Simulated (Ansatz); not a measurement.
**CdS (Fm-3m): the cell at rest**

Aim: bring CdS (Fm-3m) to small forces and stress, as phonons need.

Method: DFT LDA, scalar-relativistic, plane waves, PAW; PAW set soft_1, in Ansatz 0.2.0.

## 1. The starting structure

It takes space group Fm-3m (No. 225, cubic). The conventional cell has a = 5.506 Å, b = 5.506 Å, c = 5.506 Å, α = 90.00°, β = 90.00°, γ = 90.00°. Nearest to Cd lie 6 S at 2.75 Å. Nearest to S lie 6 Cd at 2.75 Å. Farther neighbours and most contacts between anions are not listed.

## 2. A coarse first look

First a cheap look: the gap decides the mesh and the occupations, the pressure tells how far the cell has to move.

input.yaml

```yaml
crystal:
  lattice:
    - [0.0, 2.753244, 2.753244]
    - [2.753244, 0.0, 2.753244]
    - [2.753244, 2.753244, 0.0]
  atoms:
    - { symbol: Cd, position: [0.0, 0.0, 0.0] }
    - { symbol: S, position: [0.5, 0.5, 0.5] }
kpoints:
  mp_grid: { grid: [6, 6, 6] }
hamiltonian:
  xc: lda
  pseudopotentials: { kind: paw, azcp: { folder: soft_1 }, xc_functional: pbe }
scf:
  occupations: { method: gaussian, width: 0.1 }
output:
  forces: true
  stress: true
  eigenvalues: true
```

Launch:

```console
$ ansatz run input.yaml --threads 4 --pin off --max-ram 10240MiB --backend cpu --events-out ev --progress --plain --runs-dir out
```

Numbers of over 12 decimals in the logs are rounded to 6 here.

The log of the run:

```text
Engine: ansatz 0.2.0, aarch64-unknown-linux-gnu
Pseudopotentials: kind: paw
Pseudopotential: Cd, paw, valence charge 20, recommended cutoff 420 eV (normal), soft_1/Cd.paw.azcp
Pseudopotential: S, paw, valence charge 6, recommended cutoff 420 eV (normal), soft_1/S.paw.azcp
Functional definition: SPW92
  exchange = slater_x
  correlation = pw_c
Crystal: 2 atoms, lattice volume = 41.741 Å³
[...]
--- Band table (eV; the first three rows and the last of 16) ---
  k-point 0: bands = [... 9 lower, 1.5221, 8.3604, 8.3604, 8.3604, 9.6785, 18.2008, 18.2008, 18.2008]
  k-point 1: bands = [... 9 lower, 1.5704, 6.6338, 8.5261, 8.5261, 11.3728, 16.4312, 17.3421, 17.3421]
  k-point 2: bands = [... 9 lower, 1.6704, 4.9108, 8.8896, 8.8896, 12.4850, 15.4253, 15.5312, 15.5312]
  k-point 15: bands = [... 9 lower, 2.2899, 5.4311, 6.3148, 6.4507, 11.2822, 15.7665, 16.7610, 17.4746]
[key lines of the parts left out:]
SCF converged after 6 iterations
Free energy (F): -8988.466538 eV
Fermi energy:    9.153159 eV
P = ⅓ Tr σ = -6.8218 GPa (-68.218 kbar)
```

The job ended after 0.38 s (4 threads of Arm Neoverse V2, shared host; peak memory 0.24 GiB; 0.9 s of CPU time).

Numbers from this step:

* pressure: -6.822 GPa
* volume per atom: 20.87 Å³
* gap on the k-mesh: 0 eV

The coarse mesh shows no gap and a pressure of -6.8 GPa.

## 3. Bringing the structure to rest

Harmonic phonons are second derivatives at a point where the forces vanish, and they are wanted at zero stress, so atoms and cell are relaxed first.

input.yaml, as its differences from that of step 2:

```diff
@@ -9,3 +9,3 @@
 kpoints:
-  mp_grid: { grid: [6, 6, 6] }
+  mp_grid: { grid: [14, 14, 14] }
 hamiltonian:
@@ -19 +19,6 @@
   eigenvalues: true
+relax:
+  adjacent_minimum: "off"
+  f_tol: 0.005
+  max_steps: 80
+  cell: { stress_tol: 0.05 }
```

The log of the run:

```text
[...]
Crystal: 2 atoms, lattice volume = 41.741 Å³
Basis set: ecut = 420 eV, 869 PW (Γ)
Bands: 17, of which v1, the nominal top of the filled ones, is band 13 counted from 1 (12 counted from 0)
Symmetry: 48 space group operations
[...]
k-points: 104 of 2744
[...]
SCF iter   1: F=—  HF=-8988.517192 eV  |F-HF|=—  |Δ(HF+E_count)|=         —  Δρ=2.40e-2  dr2=1.64e-1  ethr=3.10e-3  ⟨swp⟩=5.9  Hψ=9288  notcnv=0
[...]
SCF iter   6: F=-8988.472634 eV  HF=-8988.472634 eV  |F-HF|=5.43e-8  |Δ(HF+E_count)|=   1.69e-8  Δρ=1.12e-5  dr2=5.74e-8  ethr=3.85e-10  ⟨swp⟩=6.0  Hψ=7943  notcnv=0
SCF 1 converged in 6 iterations: F = -8988.472634 eV  dr2 = 5.74e-8
[...]
relax step   1: F+E_penalty+E_count = -8988.47263393 eV  Δ(F+E_penalty+E_count) = +0.000e0 eV  max|allowed force component| = 3.944e-30 eV/Å  Δτ_max = 0.0000 Å  P = -6.852 GPa  Ω = 41.741 Å³  (6 SCF iters, dr2 threshold 1.00e-7 eV, accepted)
Crystal: 2 atoms, lattice volume = 35.979 Å³
Basis set: ecut = 420 eV, 725 PW (Γ)
[...]
iter 1 solved again at ethr=5.70e-5 eV; its pass at ethr=3.10e-3 eV (dr2=1.48e-2 eV) is discarded
[...]
SCF iter   6: F=-8988.522572 eV  HF=-8988.522572 eV  |F-HF|=2.60e-8  |Δ(HF+E_count)|=   9.74e-7  Δρ=9.03e-6  dr2=3.43e-8  ethr=7.69e-10  ⟨swp⟩=3.7  Hψ=7981  notcnv=0
SCF 2 converged in 6 iterations: F = -8988.522572 eV  dr2 = 3.43e-8
relax step   2: F+E_penalty+E_count = -8988.52257179 eV  Δ(F+E_penalty+E_count) = -4.994e-2 eV  max|allowed force component| = 2.120e-30 eV/Å  Δτ_max = 0.0000 Å  P = +5.976 GPa  Ω = 35.979 Å³  energy of the carried Pulay correction = +1.210e-3 eV  (6 SCF iters, dr2 threshold 2.00e-7 eV, accepted)
Crystal: 2 atoms, lattice volume = 38.452 Å³
Basis set: ecut = 420 eV, 749 PW (Γ)
[...]
SCF iter   5: F=-8988.557932 eV  HF=-8988.557932 eV  |F-HF|=7.79e-8  |Δ(HF+E_count)|=   3.53e-6  Δρ=1.85e-5  dr2=1.02e-7  ethr=7.69e-10  ⟨swp⟩=4.6  Hψ=9770  notcnv=0
SCF 3 converged in 5 iterations: F = -8988.557932 eV  dr2 = 1.02e-7
relax step   3: F+E_penalty+E_count = -8988.55793220 eV  Δ(F+E_penalty+E_count) = -3.536e-2 eV  max|allowed force component| = 1.298e-30 eV/Å  Δτ_max = 0.0000 Å  P = -0.899 GPa  Ω = 38.452 Å³  energy of the carried Pulay correction = +6.693e-4 eV  (5 SCF iters, dr2 threshold 2.00e-7 eV, accepted)
[...]
relax step   4: F+E_penalty+E_count = -8988.55907215 eV  Δ(F+E_penalty+E_count) = -1.140e-3 eV  max|allowed force component| = 1.315e-30 eV/Å  Δτ_max = 0.0000 Å  P = -0.092 GPa  Ω = 38.109 Å³  energy of the carried Pulay correction = +7.422e-4 eV  (4 SCF iters, dr2 threshold 2.00e-7 eV, accepted)
[...]
relax step   5: F+E_penalty+E_count = -8988.55909096 eV  Δ(F+E_penalty+E_count) = -1.881e-5 eV  max|allowed force component| = 1.019e-30 eV/Å  Δτ_max = 0.0000 Å  P = -0.002 GPa  Ω = 38.072 Å³  energy of the carried Pulay correction = +7.501e-4 eV  (4 SCF iters, dr2 threshold 2.12e-8 eV, accepted)
[...]
SCF iter   6: F=-8988.558356 eV  HF=-8988.558356 eV  |F-HF|=1.82e-12  |Δ(HF+E_count)|=  5.09e-11  Δρ=7.74e-8  dr2=5.27e-13  ethr=1.00e-12  ⟨swp⟩=6.0  Hψ=7477  notcnv=0
SCF 6 converged in 6 iterations: F = -8988.558356 eV  dr2 = 5.27e-13
relax step   6: F+E_penalty+E_count = -8988.55835614 eV  Δ(F+E_penalty+E_count) = +7.348e-4 eV  max|allowed force component| = 1.528e-30 eV/Å  Δτ_max = 0.0000 Å  P = -0.005 GPa  Ω = 38.072 Å³  stress off target by 5.32e-3 GPa  SCF on the basis re-selected at this cell (its energy is not comparable with the rows above)  (6 SCF iters)
basis re-selected at this cell: Δ(F+E_penalty+E_count) = +7.348e-4 eV, ΔP = -0.003 GPa vs the last step (what re-selecting the basis moved, of the pressure what is left beyond the Pulay correction that the steps carried, after the strain that the cell walked since its last selection, with what the two solves' SCF thresholds leave and, on support functions, any second-order correction that the steps lacked; it is no m [...]
SCF converged after 6 iterations
Free energy (F): -8988.558356 eV
[...]
Internal energy: -8988.557919 eV  (E = F + TS)
E sigma→0 (E₀):  -8988.558137 eV
Entropy (-TS):   -0.000438 eV (-0.219 meV/atom)
Fermi energy:    10.813112 eV
[...]
--- Stress (GPa, compression-positive) ---
       -0.005322      -0.000000       0.000000
       -0.000000      -0.005322       0.000000
       -0.000000      -0.000000      -0.005322
  P = ⅓ Tr σ = -0.0053 GPa (-0.053 kbar)
--- Band table (eV; the first three rows and the last of 104) ---
  k-point 0: bands = [... 9 lower, 2.8635, 9.7458, 9.7458, 9.7458, 11.6936, 19.8046, 19.8046, 19.8046]
  k-point 1: bands = [... 9 lower, 2.8754, 9.2336, 9.7878, 9.7878, 12.2003, 19.2120, 19.7604, 19.7604]
  k-point 2: bands = [... 9 lower, 2.9105, 8.3131, 9.9071, 9.9071, 13.0795, 18.3133, 19.3232, 19.3232]
  k-point 103: bands = [... 9 lower, 3.8336, 6.7879, 7.2912, 7.4563, 13.8989, 17.6526, 17.8090, 18.7002]
--- Relaxed structure (5 steps of the walk, 5 accepted, 1 SCFs on fresh bases) ---
  F+E_penalty+E_count = -8988.55835614 eV   max|allowed force component| = 1.528e-30 eV/Å   (the final SCF, on the basis selected at the relaxed cell)
  cell:  # Å, volume = 38.0720 Å³
    - [0, 2.670087, 2.670087]
    - [2.670087, 0, 2.670087]
    - [2.670087, 2.670087, 0]
  atoms:
    - { symbol: Cd, position: [0, 0, 0] }
    - { symbol: S, position: [0.5, 0.5, 0.5] }
```

Elapsed: 6 s, on 4 threads; peak memory 0.33 GiB; 21 s of CPU time.

The steps of the relaxation:

```tsv
step	energy less that of the first step (eV)	largest force component (eV/Å)	pressure (GPa)	volume (Å³)
1	0.0000	0.0000	-6.85	41.74
2	-0.0499	0.0000	5.98	35.98
3	-0.0853	0.0000	-0.90	38.45
4	-0.0864	0.0000	-0.09	38.11
5	-0.0865	0.0000	0.00	38.07
6*	-0.0857	0.0000	-0.01	38.07
```

Relaxation steps marked * repeat the geometry before them on a plane-wave basis chosen anew for their cell, so energy and pressure can jump there.

The run keeps the 48 symmetry operations that it works with, so distortions that break them were not tested.

```tsv
conventional cell, symmetrised	before	after	change
a (Å)	5.506	5.340	-3.0 %
b (Å)	5.506	5.340	-3.0 %
c (Å)	5.506	5.340	-3.0 %
volume (Å³/atom)	20.87	19.04	-8.8 %
```

The relaxed structure:

```
Cd S
1.0
     0.00000    2.67009    2.67009
     2.67009    0.00000    2.67009
     2.67009    2.67009    0.00000
Cd S
1 1
Direct
  0.00000 0.00000 0.00000
  0.50000 0.50000 0.50000
```

This step gave:

```
pressure        : -0.005322 GPa
volume per atom : 19.04 Å³
```

In this step the volume went from 20.87 to 19.04 Å³/atom.

## 4. Bringing the structure to rest

The relaxation is repeated from its end on the same settings, as a check that it has come to rest.

input.yaml, as its differences from that of step 3:

```diff
@@ -2,5 +2,5 @@
   lattice:
-    - [0.0, 2.753244, 2.753244]
-    - [2.753244, 0.0, 2.753244]
-    - [2.753244, 2.753244, 0.0]
+    - [0.0, 2.6700869172, 2.6700869172]
+    - [2.6700869172, 0.0, 2.6700869172]
+    - [2.6700869172, 2.6700869172, 0.0]
   atoms:
```

The log of the run:

```text
[...]
Crystal: 2 atoms, lattice volume = 38.072 Å³
Basis set: ecut = 420 eV, 725 PW (Γ)
Bands: 17, of which v1, the nominal top of the filled ones, is band 13 counted from 1 (12 counted from 0)
Symmetry: 48 space group operations
[...]
k-points: 104 of 2744
[...]
k-point 103: bands = [... 9 lower, 3.8336, 6.7879, 7.2912, 7.4563, 13.8989, 17.6526, 17.8090, 18.7002]
--- Relaxed structure (1 steps of the walk, 1 accepted, 1 SCFs on fresh bases) ---
[...]
cell:  # Å, volume = 38.0720 Å³
    - [0.0, 2.6700869172, 2.6700869172]
    - [2.6700869172, 0.0, 2.6700869172]
    - [2.6700869172, 2.6700869172, 0.0]
  atoms:
    - { symbol: Cd, position: [0.0, 0.0, 0.0] }
    - { symbol: S, position: [0.5, 0.5, 0.5] }
[key lines of the parts left out:]
SCF converged after 4 iterations
Free energy (F): -8988.558356 eV
Fermi energy:    10.813112 eV
P = ⅓ Tr σ = -0.0053 GPa (-0.053 kbar)
```

Elapsed: 2.1 s, on 4 threads; peak memory 0.33 GiB; 7.3 s of CPU time.

Little changed from the start: no atom moved by 0.005 Å and no cell edge by 0.1 %.

This step gave:

```
pressure : -0.005321 GPa
```

In this step the volume went from 19.04 to 19.04 Å³/atom.

## 5. Tight relaxation

Phonons need a cell at rest on their own settings, so the relaxation is repeated with tight tolerances on forces and stress, using the mesh and the filling of the phonon run that follows.

input.yaml, the sections that differ from step 4:

```yaml
kpoints:
  mp_grid: { grid: [16, 16, 16] }
scf:
  occupations: { method: methfessel_paxton, width: 0.2 }
relax:
  adjacent_minimum: "off"
  f_tol: 0.001
  max_steps: 60
  cell: { stress_tol: 0.01 }
# crystal, hamiltonian, output: as in step 4
```

The log of the run:

```text
[...]
Crystal: 2 atoms, lattice volume = 38.072 Å³
Basis set: ecut = 420 eV, 725 PW (Γ)
Bands: 17, of which v1, the nominal top of the filled ones, is band 13 counted from 1 (12 counted from 0)
Symmetry: 48 space group operations
[...]
k-points: 145 of 4096
[...]
k-point 144: bands = [... 9 lower, 3.8297, 7.0433, 7.0433, 7.4388, 14.1876, 17.3348, 18.2425, 18.2425]
--- Relaxed structure (2 steps of the walk, 2 accepted, 1 SCFs on fresh bases) ---
[...]
cell:  # Å, volume = 38.0619 Å³
    - [0.0, 2.669851, 2.669851]
    - [2.669851, 0, 2.669851]
    - [2.669851, 2.669851, 0]
  atoms:
    - { symbol: Cd, position: [0, 0, 0] }
    - { symbol: S, position: [0.500000, 0.500000, 0.500000] }
[key lines of the parts left out:]
SCF converged after 5 iterations
Free energy (F): -8988.557132 eV
Fermi energy:    10.783941 eV
P = ⅓ Tr σ = 0.0072 GPa (0.072 kbar)
```

The job ended after 3.7 s (4 threads; peak memory 0.36 GiB).

Little changed from the start: no atom moved by 0.005 Å and no cell edge by 0.1 %.

This step gave:

| Item | Value |
| --- | --- |
| pressure | 0.007229 GPa |
| volume per atom | 19.03 Å³ |

The forces vanish by symmetry and the pressure is 0.007 GPa, within the tolerances set. The cell now holds 19.03 Å³/atom.

## 6. Summary of results

| Item | Value |
| --- | --- |
| space group after relaxation (within 0.01 Å) | Fm-3m |
| lattice constant a | 5.340 Å |
| lattice constant b | 5.340 Å |
| lattice constant c | 5.340 Å |
| volume per atom | 19.0 Å³ |

**Reading.** The forces vanish by symmetry and the pressure is 0.007 GPa, within the tolerances set. The cell now holds 19.03 Å³/atom. The relaxation keeps the symmetry of its start, so it says nothing on stability against lower symmetry. The PAW files were made for PBE and serve the other functionals too.

[Logs are printed without paths, hosts, clocks, repeated set-up lines and the standing remarks that a program may print on its own settings, such as how far it seeks lower states.]

[Hosts, paths, dates, database ids (printed as entryN), source tags and the programs' standing remarks are cut or masked in the printed files.]
